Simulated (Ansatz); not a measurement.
Input and command of a calculation in Ansatz (plane waves; scalar-relativistic PAW potentials unless the input names others):

```yaml
crystal:
  lattice:
    - [4.722790767, 0.0, -0.0379817679]
    - [0.0, 2.7390590778, 0.0]
    - [-0.279732205, 0.0, 26.4742152305]
  atoms:
    - { symbol: O, position: [0.0863606519, 0.75, 0.4549601001] }
    - { symbol: O, position: [0.9136393481, 0.25, 0.5450398999] }
    - { symbol: O, position: [0.5869872717, 0.25, 0.4651633074] }
    - { symbol: O, position: [0.4130127283, 0.75, 0.5348366926] }
    - { symbol: Cr, position: [0.7816599048, 0.75, 0.5015816977] }
    - { symbol: Cr, position: [0.2183400952, 0.25, 0.4984183023] }
basis:
  ecutwfc: "550 eV"
kpoints:
  mp_grid: { grid: [8, 14, 2] }
hamiltonian:
  xc: pbe
scf:
  occupations: { method: gaussian, width: 0.1 }
output:
  forces: true
  eigenvalues: true
  stress: true
```

```bash
ansatz run input.yaml --threads 1 --pin off --max-ram 2560MiB --backend cpu --events-out ev --progress --plain --runs-dir out
```

Abridged log:
```
Basis set: ecut = 550 eV, 10035 PW (Γ), exchange–correlation on 80×48×432 points (8 copies of the dense FFT grid, shifted against one another)
Bands: 32, of which v1, the nominal top of the filled ones, is band 26 counted from 1 (25 counted from 0)
Symmetry: 4 space group operations
k-points: 80 of 224
SCF iter   1: F=—  HF=-9025.119236 eV  |F-HF|=—  |Δ(HF+E_count)|=         —  Δρ=6.44e-3  dr2=5.34e-2  ethr=1.77e-3  ⟨swp⟩=8.5  Hψ=13637  notcnv=0
SCF iter   2: F=—  HF=-9025.112594 eV  |F-HF|=—  |Δ(HF+E_count)|=   6.64e-3  Δρ=3.01e-3  dr2=1.91e-2  ethr=1.03e-4  ⟨swp⟩=2.0  Hψ=5585  notcnv=0  defer=92
SCF iter   3: F=—  HF=-9025.105193 eV  |F-HF|=—  |Δ(HF+E_count)|=   7.40e-3  Δρ=6.29e-4  dr2=1.33e-3  ethr=3.67e-5  ⟨swp⟩=2.0  Hψ=4899  notcnv=0  defer=92
SCF iter   4: F=—  HF=-9025.104947 eV  |F-HF|=—  |Δ(HF+E_count)|=   2.46e-4  Δρ=1.54e-4  dr2=5.89e-5  ethr=2.55e-6  ⟨swp⟩=3.1  Hψ=4668  notcnv=0  defer=92
SCF iter   5: F=—  HF=-9025.104992 eV  |F-HF|=—  |Δ(HF+E_count)|=   4.48e-5  Δρ=4.09e-5  dr2=2.73e-6  ethr=1.13e-7  ⟨swp⟩=2.3  Hψ=4431  notcnv=0  defer=92
SCF iter   6: F=—  HF=-9025.104992 eV  |F-HF|=—  |Δ(HF+E_count)|=   3.39e-7  Δρ=7.76e-6  dr2=1.47e-7  ethr=5.25e-9  ⟨swp⟩=3.5  Hψ=5882  notcnv=0  defer=92
SCF iter   7: F=-9025.104992 eV  HF=-9025.104992 eV  |F-HF|=5.52e-8  |Δ(HF+E_count)|=   1.39e-7  Δρ=1.79e-6  dr2=6.11e-9  ethr=1.92e-10  ⟨swp⟩=10.5  Hψ=11882  notcnv=0
SCF 1 converged in 7 iterations: F = -9025.104992 eV  dr2 = 6.11e-9
SCF converged after 7 iterations
Free energy (F): -9025.104992 eV
Harris-Foulkes:  -9025.104992 eV  (|F-HF|=5.52e-8)
Internal energy: -9025.092658 eV  (E = F + TS)
E sigma→0 (E₀):  -9025.098825 eV
Entropy (-TS):   -0.012334 eV (-2.056 meV/atom)
Fermi energy:    -4.319751 eV
--- Forces (eV/Å), atoms counted from 1 ---
  atom   1  O      0.00019588     0.00000000     0.00806656
  atom   2  O     -0.00019588     0.00000000    -0.00806656
  atom   3  O      0.00237518     0.00000000     0.00198389
  atom   4  O     -0.00237518     0.00000000    -0.00198389
  atom   5  Cr     0.00652299     0.00000000     0.00344141
  atom   6  Cr    -0.00652299     0.00000000    -0.00344141
--- Stress (GPa, compression-positive) ---
       -0.028298       0.000000      -0.001791
        0.000000      -0.008358       0.000000
       -0.001789       0.000000      -0.010585
  P = ⅓ Tr σ = -0.0157 GPa (-0.157 kbar)
```

Apart from outputs, empty bands and the relaxation, which only the reference makes, the input differs from a reference run on usual settings in basis.ecutwfc: 420 → "550 eV". The reference, at the same geometry, ended its own course with pressure -0.01 GPa, largest force 0.007 eV/Å, no gap on the mesh. This run converged in 7 SCF iterations with an energy at zero smearing 4.80 meV/atom below the reference's, pressure -0.02 GPa, largest force 0.008 eV/Å, no gap on the mesh.

The run took 73 s on 1 thread of Intel(R) Xeon(R) Processor @ 2.70GHz, with other jobs on the host, peak memory 1.2 GiB.